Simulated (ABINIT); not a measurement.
## TePb in ABINIT: the effect of dispersion

Crystal: TePb.

```
CELL_PARAMETERS angstrom
0.00000 3.23100 3.23100
3.23100 0.00000 3.23100
3.23100 3.23100 0.00000
ATOMIC_POSITIONS crystal
Pb 0.00000 0.00000 0.00000
Te 0.50000 0.50000 0.50000
```

Alike in all runs:

```yaml
Program: ABINIT 10.8.3 (patched build)
Task: equation of state
Functional: PBE
Potentials_or_basis: JTH PAW PBE v2.0
Cutoff: 599 eV
k_mesh: 7 × 7 × 7
Occupations: fermi-dirac, width 0.05 eV
Spin: no spin polarisation
```

```tsv
dispersion	V0 of scaled cells (Å³/atom)	B0 (GPa)
none	35.42	39
D3	34.56	39
D3(BJ)	?	?
```

What does the run with dispersion D3(BJ) give?

V0 of scaled cells 33.83 Å³/atom; B0 42 GPa.

Caveats: pressures at fixed basis lie under the slope of the energies.
